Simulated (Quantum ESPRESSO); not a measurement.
Ta:

```
Ta
1.0
    -1.65128    1.65128    1.65128
     1.65128   -1.65128    1.65128
     1.65128    1.65128   -1.65128
Ta
1
Direct
  0.00000 0.00000 0.00000
```

| Item | Value |
| --- | --- |
| Program | Quantum ESPRESSO 7.5 |
| Task | phonon dispersion |
| Functional | LDA |
| Potentials or basis | PseudoDojo 0.4.1 SR LDA standard |
| Cutoff | 789 eV |
| Density cutoff | 3157 eV |
| k mesh | 12 × 12 × 12 |
| Occupations | cold, width 0.2 eV |
| Spin | no spin polarisation |
| Form of the LDA correlation | PW92 |
| Mixing beta | 0.5 |
| Most SCF iterations | 120 |
| SCF threshold | 2e-10 Ry |
| q mesh | 2 × 2 × 2 |

The cell and the atoms were relaxed first, to 16.99 Å³/atom (a = 2.805 Å, b = 2.805 Å, c = 2.805 Å, α = 109.47°, β = 109.47°, γ = 109.47°), and the response was taken there.

What are the zero-point energy, and the vibrational entropy and heat capacity at 298.15 K?

Zero-point energy 25.2 meV/atom; entropy 4.42 k_B/atom (36.7 J/(K·mol of atoms)); Cv 2.89 k_B/atom, 96 % of the classical limit. These are harmonic values without the electrons' part.

Phonon frequencies at the corners of the path (cm⁻¹, interpolated; i marks imaginary ones):
```
point  frequencies
    Γ        0 0 0
    H  177 177 177
    N  109 151 162
    P  150 150 150
```

Harmonic thermodynamics per atom at this volume (zero-point energy 25.2 meV, Debye temperature from the second moment 257 K):
| T (K) | free energy (meV) | entropy (k_B) | heat capacity Cv (k_B) |
| --- | --- | --- | --- |
| 50 | 24.8 | 0.39 | 1.01 |
| 100 | 20.6 | 1.53 | 2.20 |
| 200 | -0.7 | 3.28 | 2.77 |
| 298.15 | -33.5 | 4.42 | 2.89 |
| 500 | -124.6 | 5.93 | 2.96 |
| 800 | -297.4 | 7.33 | 2.98 |

Phonon states per cell in windows of 10 cm⁻¹ (negative: imaginary):
```
from (cm⁻¹)  total
          0   0.00
         10   0.00
         20   0.00
         30   0.01
         40   0.01
         50   0.02
         60   0.04
         70   0.05
         80   0.08
         90   0.11
        100   0.18
        110   0.27
        120   0.32
        130   0.33
        140   0.39
        150   0.59
        160   0.51
        170   0.09
```

A q mesh this small can miss soft modes between its points.

Caveat: the q mesh is small, so phonon branches between its points and thermal values are rough.
